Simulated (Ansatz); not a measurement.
# In6Se6 sheet: levels of theory, part 2 of 3

The task, for In6Se6 sheet: compare levels of theory; the runs are relaxing the atoms and single point.

Ansatz 0.2.0; DFT LDA, scalar-relativistic, plane waves, PAW, and further levels as typed in the inputs. Earlier steps stand in the parts before.

### 3 Single point

It takes the final geometry of step 2.

Input file input.yaml:

```yaml
crystal:
  lattice:
    - [4.0, 0.0, 0.0]
    - [-2.0, 3.4987426313, 0.0]
    - [0.0, 0.0, 67.8400000035]
  atoms:
    - { symbol: Se, position: [0.3301223015, 0.6602446031, 0.1379450306] }
    - { symbol: In, position: [-0.0020350963, -0.0040701927, 0.1561605285] }
    - { symbol: In, position: [-0.0020149218, -0.0040298435, 0.1966009017] }
    - { symbol: Se, position: [0.3300716619, 0.6601433237, 0.2148932866] }
    - { symbol: Se, position: [-0.0004571353, -0.0009142706, 0.2564650473] }
    - { symbol: In, position: [0.667401884, 0.334803768, 0.2747309362] }
    - { symbol: In, position: [0.6672175631, 0.3344351262, 0.3151883793] }
    - { symbol: Se, position: [-0.0006900188, -0.0013800376, 0.333470864] }
    - { symbol: Se, position: [0.6687592231, 0.3375184461, 0.375031079] }
    - { symbol: In, position: [0.336616508, 0.673233016, 0.3933100484] }
    - { symbol: In, position: [0.336422208, 0.6728444159, 0.4337447895] }
    - { symbol: Se, position: [0.6685858226, 0.3371716453, 0.4519638258] }
  periodic: [true, true, false]
scf:
  occupations: { method: gaussian, width: 0.01 }
  n_extra_bands: 6
output:
  eigenvalues: true
  eigenstates: { kpoints: [[0.0, 0.0, 0.0]], top_band: c3, e_range: [-3, 4] }
kpoints:
  mp_grid: { grid: [10, 10, 1] }
hamiltonian:
  xc: lda
```

Launch:

```console
ansatz run input.yaml --threads 8 --pin off --max-ram 24576MiB --backend cpu --events-out ev --progress --plain --runs-dir out
```

Standard output (excerpt; [...] marks lines left out):

```text
Warning: RAYON_NUM_THREADS=8 ignored (pool sized by the plan → 8); use --threads N
scf.n_extra_bands = 6 over 87 filled bands (N_el = 174.0): the run solves 93 bands
[...]
Pseudopotentials: kind: paw
Pseudopotential: Se, paw, valence charge 16, recommended cutoff 420 eV (normal), Se.paw.azcp
Pseudopotential: In, paw, valence charge 13, recommended cutoff 420 eV (normal), In.paw.azcp
Functional definition: SPW92
[...]
Crystal: 12 atoms, lattice volume = 949.419 Å³
[...]
SCF iter   1: F=—  HF=-65048.137521 eV  |F-HF|=—  |Δ(HF+E_count)|=         —  Δρ=4.17e-3  dr2=2.45e-1  ethr=1.77e-3  ⟨swp⟩=9.8  Hψ=14790  notcnv=0
[...]
SCF iter  12: F=-65048.077550 eV  HF=-65048.077550 eV  |F-HF|=2.71e-8  |Δ(HF+E_count)|=   2.26e-8  Δρ=9.15e-7  dr2=3.45e-8  ethr=5.75e-11  ⟨swp⟩=11.7  Hψ=9019  notcnv=0
[...]
NSCF: frozen V_eff on 1 k-points
SCF converged after 12 iterations
Free energy (F): -65048.077550 eV
[...]
E sigma→0 (E₀):  -65048.077550 eV
Fermi energy:    -5.285756 eV
[...]
--- Band table (eV; the first three rows and the last of 31) ---
[...]
```

It took 47 s on 8 threads of Intel Xeon Platinum 8259CL at 2.50GHz (Skylake/Cascade Lake), shared host; peak memory 4.6 GiB.

### 4 Single point: r2SCAN

It takes the final geometry of step 2.

input.yaml, as its differences from that of step 3:

```diff
@@ -28,2 +28,2 @@
 hamiltonian:
-  xc: lda
+  xc: r2scan
```

Launch:

```console
ansatz run input.yaml --threads 8 --pin off --max-ram 24576MiB --backend cpu --events-out ev --progress --plain --runs-dir out
```

Standard output (excerpt; [...] marks lines left out):

```text
Warning: RAYON_NUM_THREADS=8 ignored (pool sized by the plan → 8); use --threads N
scf.n_extra_bands = 6 over 87 filled bands (N_el = 174.0): the run solves 93 bands
[...]
Pseudopotentials: kind: paw
Pseudopotential: Se, paw, valence charge 16, recommended cutoff 500 eV (meta_gga), Se.paw.azcp
Pseudopotential: In, paw, valence charge 13, recommended cutoff 500 eV (meta_gga), In.paw.azcp
Functional definition: r2SCAN
[...]
Crystal: 12 atoms, lattice volume = 949.419 Å³
[...]
SCF iter  11: F=-66547.626606 eV  HF=-66547.626606 eV  |F-HF|=1.63e-8  |Δ(HF+E_count)|=   8.37e-9  Δρ=1.42e-6  dr2=4.11e-8  dr2_τ=4.89e-10  ethr=5.75e-11  ⟨swp⟩=11.0  Hψ=10270  notcnv=0
[...]
NSCF: frozen V_eff on 1 k-points
SCF converged after 11 iterations
Free energy (F): -66547.626606 eV
[...]
E sigma→0 (E₀):  -66547.626606 eV
Fermi energy:    -5.029461 eV
[...]
--- Band table (eV; the first three rows and the last of 31) ---
[...]
```

Run time: 91 s. Hardware: 8 threads of Intel Xeon Platinum 8259CL at 2.50GHz (Skylake/Cascade Lake), shared host; peak memory 7.1 GiB.

(Part 2 of 3 ends here.)
